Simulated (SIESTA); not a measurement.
Fe:

```
Fe
1.0
    -1.44300    1.44300    1.44300
     1.44300   -1.44300    1.44300
     1.44300    1.44300   -1.44300
Fe
1
Direct
  0.00000 0.00000 0.00000
```

Base run:

```yaml
Program: SIESTA 5.4.2
Functional: PBE
Potentials_or_basis: PseudoDojo 0.4 standard (PBE files)
Basis: DZP (energy shift 0.003 Ry; two zetas on semicore shells)
Grid_cutoff: 800 Ry
Energy_shift: 0.003 Ry
k_mesh: 13 × 13 × 13
Occupations: fermi-dirac, width 0.05 eV
Spin: collinear spin, zero start
Starting_moments: "[0.0] μB"
```

Its results: band gap on the k mesh none (metal or under the smearing width); pressure -28.0 GPa; net moment 0.00 μB per cell.

The run is repeated on the same cell with these changes: spin from collinear spin, zero start to collinear spin, fm_larger start; moments at the start from [0.0] to [4.5]. What comes out?

Band gap on the k mesh none (metal or under the smearing width); pressure -6.8 GPa; net moment 2.44 μB per cell; site moments Fe +2.44 μB.

Caveats: short orbitals over semicore shells can move pressures by several GPa; the basis of atomic orbitals isn't converged, which shifts pressures, moduli and gaps; a pressure of tens of GPa on the cell as given is suspect, and the run, the potentials or the cell itself is likely at fault (some runs).
